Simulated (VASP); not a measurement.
# Hf (Im-3m) in VASP: further runs, part 2 of 2

VASP 6.6.1. Earlier steps stand in the parts before.

### 3 Relaxation of cell and atoms, PBEsol, target pressure 50 GPa, at which the enthalpy is minimised

This run uses another cell than the first one, of 15.84 Å³/atom, 0.674 times its volume.

INCAR reads:

```
PREC = Accurate
ENCUT = 350
EDIFF = 1E-7
ISMEAR = 0
SIGMA = 0.1
LREAL = False
LASPH = True
NELM = 80
ALGO = Fast
ISIF = 3
LWAVE = False
LCHARG = False
GGA = PS
IBRION = 2
NSW = 80
EDIFFG = -0.002
PSTRESS = 500.0
```

KPOINTS reads:

```
Automatic mesh
0
Gamma
  16 16 16
```

POSCAR reads:

```
Hf                                      
1.0
   -1.5822358080      1.5822358080      1.5822358080
    1.5822358080     -1.5822358080      1.5822358080
    1.5822358080      1.5822358080     -1.5822358080
  Hf            
     1
Direct
     0.0000000000000000    0.0000000000000000    0.0000000000000000
```

Potentials or basis: VASP PAW PBE potentials, release 64 (Hf_pv).

Command:

```
$ cat potpaw_PBE.64/Hf_pv/POTCAR > POTCAR
$ mpirun -np 1 vasp_std > vasp.out
```

OUTCAR:

```text
PREC = Accurate
   ENCUT = 350
   EDIFF = 1E-7
   ISMEAR = 0
   LREAL = False
   LASPH = True
   NELM = 80
   ISIF = 3
   GGA = PS
   IBRION = 2
   NSW = 80
   EDIFFG = -0.002
   PSTRESS = 500.0

 ion  position               nearest neighbor table
   1  0.000  0.000  0.000-

  LATTYP: Found a body centered cubic cell.
 ALAT       =     3.1644716160

  Lattice vectors:

 A1 = (  -1.5822358080,   1.5822358080,   1.5822358080)
 A2 = (   1.5822358080,  -1.5822358080,   1.5822358080)
 A3 = (   1.5822358080,   1.5822358080,  -1.5822358080)

Analysis of symmetry for initial positions (statically):
=====================================================================
 Subroutine PRICEL returns:
 Original cell was already a primitive cell.

 Routine SETGRP: Setting up the symmetry group for a
 body centered cubic supercell.

 Subroutine GETGRP returns: Found 48 space group operations
 (whereof 48 operations were pure point group operations)
 out of a pool of 48 trial point group operations.

The static configuration has the point symmetry O_h .

Analysis of symmetry for dynamics (positions and initial velocities):
=====================================================================
 Subroutine PRICEL returns:
 Original cell was already a primitive cell.

 Routine SETGRP: Setting up the symmetry group for a
 body centered cubic supercell.

 Subroutine GETGRP returns: Found 48 space group operations
 (whereof 48 operations were pure point group operations)
 out of a pool of 48 trial point group operations.

The dynamic configuration has the point symmetry O_h .

 Subroutine INISYM returns: Found 48 space group operations
 (whereof 48 operations are pure point group operations),
 and found     1 'primitive' translations

----------------------------------------------------------------------------------------
[... 121 lines left out ...]
   LRPA    =     F    only Hartree local field effects (RPA)
 conjugate gradient relaxation of ions
 non-spin polarized calculation
 RMM-DIIS sequential band-by-band and
 Gauss-broadening in eV      SIGMA  =   0.10
  energy-cutoff  :      350.00
  volume of cell :       15.84
 maximum number of plane-waves:       247
 NGX is ok and might be reduce to    18
   NGX =  9   NGY =  9   NGZ =  9

--------------------------------------- Ionic step        1  -------------------------------------------

 number of electron      10.0000000 magnetization

 number of electron       9.9999994 magnetization

 Free energy of the ion-electron system (eV)
  ---------------------------------------------------
  ext. energy  EPLUGINS =         0.00000000
  ---------------------------------------------------
  free energy    TOTEN  =        -9.65364871 eV

  energy without entropy =       -9.64882418  energy(sigma->0) =       -9.65123644

------------------------ aborting loop because EDIFF is reached ----------------------------------------

  FORCE on cell =-STRESS in cart. coord.  units (eV):
  Direction    XX          YY          ZZ          XY          YZ          ZX
  --------------------------------------------------------------------------------------
  -------------------------------------------------------------------------------------
  Total        4.9344095      4.9344095      4.9344095      0.0000000      0.0000000      0.0000000
  in kB      498.9673757    498.9673757    498.9673757      0.0000000      0.0000000      0.0000000
  external PRESSURE =      -1.0326243 kB  Pullay stress =     500.0000000 kB
[... 98 lines left out ...]
--------------------------------------- Ionic step        4  -------------------------------------------

 number of electron       9.9999994 magnetization

 Free energy of the ion-electron system (eV)
  ---------------------------------------------------
  ext. energy  EPLUGINS =         0.00000000
  ---------------------------------------------------
  free energy    TOTEN  =        -9.65083136 eV

  energy without entropy =       -9.64600025  energy(sigma->0) =       -9.64841580

 E-fermi :   7.0249     XC(G=0): -13.0743

 val. band max:        7.0157667747   @ k =   0.2500   0.1875   0.1250
 cond. band min:       7.0443968581   @ k =   0.1875   0.0625   0.0625
 fundamental gap:      0.0286300834
 Fermi energy:         7.0248504658

 k-point     1 :       0.0000    0.0000    0.0000
  band No.  band energies     occupation
      1     -21.4176      2.00000
      2     -21.4176      2.00000
      3     -21.4176      2.00000
      4      -0.9473      2.00000
      5       8.6729      0.00000
      6       8.6729      0.00000
      7       8.6729      0.00000
      8      12.5858      0.00000
      9      12.5858      0.00000
[... 265 lines left out ...]
 k-point    24 :       0.2500    0.1875    0.0000
  band No.  band energies     occupation
      1     -23.3277      2.00000
      2     -22.2080      2.00000
      3     -21.6356      2.00000
      4       3.6541      2.00000
      5       6.0572      2.00000
      6       7.1628      0.05114
      7      11.8158      0.00000
      8      14.0416      0.00000
      9      16.3838      0.00000

 [... further k-points ...]
[... 5 lines left out ...]
  --------------------------------------------------------------------------------------
  -------------------------------------------------------------------------------------
  Total        4.9417351      4.9417351      4.9417351      0.0000000      0.0000000     -0.0000000
  in kB      499.9936051    499.9936051    499.9936051      0.0000000      0.0000000     -0.0000000
  external PRESSURE =      -0.0063949 kB  Pullay stress =     500.0000000 kB
[... 20 lines left out ...]
  energy  without entropy=       -9.6460002546  energy(sigma->0) =       -9.64841580

  enthalpy is  TOTEN    =        -4.7090330295 eV   P V=        4.9417983255

 reached required accuracy - stopping structural energy minimisation
```

Run time: 14 s. Hardware: 1 thread of Intel Xeon 6975P-C (Granite Rapids), shared host; peak memory 0.12 GiB.

Results:

```yaml
Free_energy: -9.6508 eV
Relaxed_volume: 15.84 Å³/atom
Relaxed_cell: a = 2.740 Å, b = 2.740 Å, c = 2.740 Å, α = 109.47°, β = 109.47°, γ = 109.47°
Space_group_after_relaxing_to_0.05_Å: Im-3m (No. 229)
Energy_change_on_relaxing_the_enthalpy_is_what_falls: +2.8 meV/atom
Ionic_steps: 4
Pressure_after_relaxing: 50.0 GPa
Band_gap_on_the_k_mesh: none (metal or under the smearing width)
```

The path:
```tsv
step	energy change (eV)	largest force (eV/Å)	pressure (GPa)	volume (Å³)
1	0.0000	0.0000	49.90	15.84
2	0.0073	0.0000	50.23	15.82
3	0.0034	0.0000	50.02	15.83
4	0.0028	0.0000	50.00	15.84
```

Final structure:
```
Hf
1.0
    -1.58193    1.58193    1.58193
     1.58193   -1.58193    1.58193
     1.58193    1.58193   -1.58193
Hf
1
Direct
  0.00000 0.00000 0.00000
```

Levels at points of the mesh, in eV from the Fermi level:
```csv
k point,band 2,band 3,band 4,band 5,band 6,band 7,band 8,band 9
"(0.00, 0.00, 0.00)",-28.44,-28.44,-7.97,1.65,1.65,1.65,5.56,5.56
"(0.50, 0.00, 0.00)",-29.18,-28.48,-4.68,-1.38,3.17,5.71,7.09,11.17
"(0.50, 0.50, 0.50)",-30.05,-30.05,-4.48,-4.48,9.74,9.74,9.74,10.71
```

Caveat: the cell is relaxed towards a set pressure, so the enthalpy falls and the energy may rise; the PAW data sets were made with another functional, which shifts forces and pressure a little. Spin-orbit coupling is left out, which matters for the levels of Hf.

### 4 Relaxation of cell and atoms, PBEsol, target pressure 50 GPa, at which the enthalpy is minimised

This run uses another cell than the first one, of 15.84 Å³/atom, 0.673 times its volume.

INCAR is that of step 3.

KPOINTS is that of step 3.

POSCAR reads:

```
Hf                                      
1.0
   -1.5819346359      1.5819346359      1.5819346359
    1.5819346359     -1.5819346359      1.5819346359
    1.5819346359      1.5819346359     -1.5819346359
  Hf            
     1
Direct
     0.0000000000000000    0.0000000000000000    0.0000000000000000
```

Command:

```
$ cat potpaw_PBE.64/Hf_pv/POTCAR > POTCAR
$ mpirun -np 1 vasp_std > vasp.out
```

It took 7.6 s on 1 thread of Intel Xeon 6975P-C (Granite Rapids), shared host; peak memory 0.12 GiB.

It converged, with:

```yaml
Free_energy: -9.6508 eV
Pressure_after_relaxing: 50.0 GPa
Band_gap_on_the_k_mesh: none (metal or under the smearing width)
```

Final structure:
```yaml
crystal:
  lattice:
    - [-1.58193, 1.58193, 1.58193]
    - [1.58193, -1.58193, 1.58193]
    - [1.58193, 1.58193, -1.58193]
  atoms:
    - { symbol: Hf, position: [0.00000, 0.00000, 0.00000] }
```

Levels at points of the mesh, in eV from the Fermi level:
| k point | band 3 | band 4 | band 5 | band 6 | band 7 | band 8 |
| --- | --- | --- | --- | --- | --- | --- |
| (0.00, 0.00, 0.00) | -28.44 | -7.97 | 1.65 | 1.65 | 1.65 | 5.56 |
| (0.50, 0.00, 0.00) | -28.48 | -4.68 | -1.38 | 3.17 | 5.71 | 7.09 |
| (0.50, 0.50, 0.50) | -30.05 | -4.48 | -4.48 | 9.74 | 9.74 | 9.74 |

Caveat: the relaxation stopped at its first step, so nothing moved; the cell is relaxed towards a set pressure, so the enthalpy falls and the energy may rise; the PAW data sets were made with another functional, which shifts forces and pressure a little. Spin-orbit coupling is left out, which matters for the levels of Hf.

### 5 Relaxation of cell and atoms, PBEsol, target pressure 30 GPa, at which the enthalpy is minimised

This run uses another cell than the first one, of 15.84 Å³/atom, 0.673 times its volume.

Changes to INCAR since step 4:

```diff
@@ -16,2 +16,2 @@
 EDIFFG = -0.002
-PSTRESS = 500.0
+PSTRESS = 300.0
```

KPOINTS is that of step 4.

POSCAR is that of step 4.

Potentials or basis: VASP PAW PBE potentials, release 64 (Hf_pv).

Command:

```
$ cat potpaw_PBE.64/Hf_pv/POTCAR > POTCAR
$ mpirun -np 1 vasp_std > vasp.out
```

OUTCAR:

```text
PREC = Accurate
   ENCUT = 350
   EDIFF = 1E-7
   ISMEAR = 0
   LREAL = False
   LASPH = True
   NELM = 80
   ISIF = 3
   GGA = PS
   IBRION = 2
   NSW = 80
   EDIFFG = -0.002
   PSTRESS = 300.0

 ion  position               nearest neighbor table
   1  0.000  0.000  0.000-

  LATTYP: Found a body centered cubic cell.
 ALAT       =     3.1638692718

  Lattice vectors:

 A1 = (  -1.5819346359,   1.5819346359,   1.5819346359)
 A2 = (   1.5819346359,  -1.5819346359,   1.5819346359)
 A3 = (   1.5819346359,   1.5819346359,  -1.5819346359)

Analysis of symmetry for initial positions (statically):
=====================================================================
 Subroutine PRICEL returns:
 Original cell was already a primitive cell.

 Routine SETGRP: Setting up the symmetry group for a
 body centered cubic supercell.

 Subroutine GETGRP returns: Found 48 space group operations
 (whereof 48 operations were pure point group operations)
 out of a pool of 48 trial point group operations.

The static configuration has the point symmetry O_h .

Analysis of symmetry for dynamics (positions and initial velocities):
=====================================================================
 Subroutine PRICEL returns:
 Original cell was already a primitive cell.

 Routine SETGRP: Setting up the symmetry group for a
 body centered cubic supercell.

 Subroutine GETGRP returns: Found 48 space group operations
 (whereof 48 operations were pure point group operations)
 out of a pool of 48 trial point group operations.

The dynamic configuration has the point symmetry O_h .

 Subroutine INISYM returns: Found 48 space group operations
 (whereof 48 operations are pure point group operations),
 and found     1 'primitive' translations

----------------------------------------------------------------------------------------

[... 132 lines left out ...]

 number of electron      10.0000000 magnetization

 number of electron       9.9999994 magnetization

 Free energy of the ion-electron system (eV)
  ---------------------------------------------------
  ext. energy  EPLUGINS =         0.00000000
  ---------------------------------------------------
  free energy    TOTEN  =        -9.65082402 eV

  energy without entropy =       -9.64599291  energy(sigma->0) =       -9.64840847

------------------------ aborting loop because EDIFF is reached ----------------------------------------

  FORCE on cell =-STRESS in cart. coord.  units (eV):
  Direction    XX          YY          ZZ          XY          YZ          ZX
  --------------------------------------------------------------------------------------
  -------------------------------------------------------------------------------------
  Total        4.9415917      4.9415917      4.9415917      0.0000000      0.0000000     -0.0000000
  in kB      499.9790925    499.9790925    499.9790925      0.0000000      0.0000000     -0.0000000
  external PRESSURE =     199.9790925 kB  Pullay stress =     300.0000000 kB
[... 94 lines left out ...]
  energy  without entropy=      -10.0251040172  energy(sigma->0) =      -10.02855356

  enthalpy is  TOTEN    =        -6.7718953417 eV   P V=        3.2601077526

[... ionic steps 4 to 13 ...]

--------------------------------------- Ionic step       14  -------------------------------------------

 number of electron      10.0000005 magnetization

------------------------ aborting loop because EDIFF is reached ----------------------------------------
[... 69 lines left out ...]
--------------------------------------- Ionic step       16  -------------------------------------------

 number of electron      10.0000005 magnetization

 Free energy of the ion-electron system (eV)
  ---------------------------------------------------
  ext. energy  EPLUGINS =         0.00000000
  ---------------------------------------------------
  free energy    TOTEN  =       -10.01446261 eV

  energy without entropy =      -10.00766832  energy(sigma->0) =      -10.01106546

 E-fermi :   6.2518     XC(G=0): -12.6180

 val. band max:        6.2480379753   @ k =   0.1250   0.1250   0.0625
 cond. band min:       6.2576869004   @ k =  -0.2500   0.3125   0.0625
 fundamental gap:      0.0096489251
 Fermi energy:         6.2517970548

 k-point     1 :       0.0000    0.0000    0.0000
  band No.  band energies     occupation
      1     -22.4931      2.00000
      2     -22.4931      2.00000
      3     -22.4931      2.00000
      4      -1.4974      2.00000
      5       7.9326      0.00000
      6       7.9326      0.00000
      7       7.9326      0.00000
      8      11.5338      0.00000
      9      11.5338      0.00000
[... 265 lines left out ...]
 k-point    24 :       0.2500    0.1875    0.0000
  band No.  band energies     occupation
      1     -23.9619      2.00000
      2     -23.0983      2.00000
      3     -22.6581      2.00000
      4       2.9751      2.00000
      5       5.4803      2.00000
      6       6.3408      0.20789
      7      10.8072      0.00000
      8      12.7557      0.00000
      9      14.8095      0.00000

 [... further k-points ...]
[... 5 lines left out ...]
  --------------------------------------------------------------------------------------
  -------------------------------------------------------------------------------------
  Total        3.2410884      3.2410884      3.2410884      0.0000000      0.0000000     -0.0000000
  in kB      299.8932745    299.8932745    299.8932745      0.0000000      0.0000000     -0.0000000
  external PRESSURE =      -0.1067255 kB  Pullay stress =     300.0000000 kB
[... 20 lines left out ...]
  energy  without entropy=      -10.0076683222  energy(sigma->0) =      -10.01106546

  enthalpy is  TOTEN    =        -6.7722207601 eV   P V=        3.2422418474

 reached required accuracy - stopping structural energy minimisation
```

Wall time 40 s (1 thread of Intel Xeon 6975P-C (Granite Rapids), shared host); peak memory 0.13 GiB.

What came out:

- Free energy: -10.0145 eV
- Relaxed volume: 17.32 Å³/atom
- Relaxed cell: a = 2.823 Å, b = 2.823 Å, c = 2.823 Å, α = 109.47°, β = 109.47°, γ = 109.47°
- Space group after relaxing (to 0.05 Å): Im-3m (No. 229)
- Energy change on relaxing (the enthalpy is what falls): -363.6 meV/atom
- Ionic steps: 16
- Pressure after relaxing: 30.0 GPa
- Band gap on the k mesh: none (metal or under the smearing width)

Step by step:
| step | energy change (eV) | largest force (eV/Å) | pressure (GPa) | volume (Å³) |
| --- | --- | --- | --- | --- |
| 1 | 0.0000 | 0.0000 | 50.00 | 15.84 |
| 2 | -0.6738 | 0.0000 | 1.77 | 20.81 |
| 3 | -0.3812 | 0.0000 | 28.92 | 17.41 |
| 4 | -0.3644 | 0.0000 | 29.94 | 17.32 |
| 5 | -0.3587 | 0.0000 | 30.28 | 17.29 |
| 6 | -0.3589 | 0.0000 | 30.28 | 17.29 |
| 7 | -0.3595 | 0.0000 | 30.25 | 17.29 |
| 8 | -0.3595 | 0.0000 | 30.24 | 17.29 |
| 9 | -0.3595 | 0.0000 | 30.25 | 17.29 |
| 10 | -0.3595 | 0.0000 | 30.25 | 17.29 |
| 11 | -0.3596 | 0.0000 | 30.25 | 17.29 |
| 12 | -0.3597 | 0.0000 | 30.25 | 17.29 |
| 13 | -0.3600 | 0.0000 | 30.22 | 17.30 |
| 14 | -0.3605 | 0.0000 | 30.19 | 17.30 |
| 15 | -0.3616 | 0.0000 | 30.13 | 17.30 |
| 16 | -0.3636 | 0.0000 | 29.99 | 17.32 |

Final structure:
```
Hf
1.0
    -1.62976    1.62976    1.62976
     1.62976   -1.62976    1.62976
     1.62976    1.62976   -1.62976
Hf
1
Direct
  0.00000 0.00000 0.00000
```

Caveat: the cell is relaxed towards a set pressure, so the enthalpy falls and the energy may rise; the PAW data sets were made with another functional, which shifts forces and pressure a little. Spin-orbit coupling is left out, which matters for the levels of Hf.
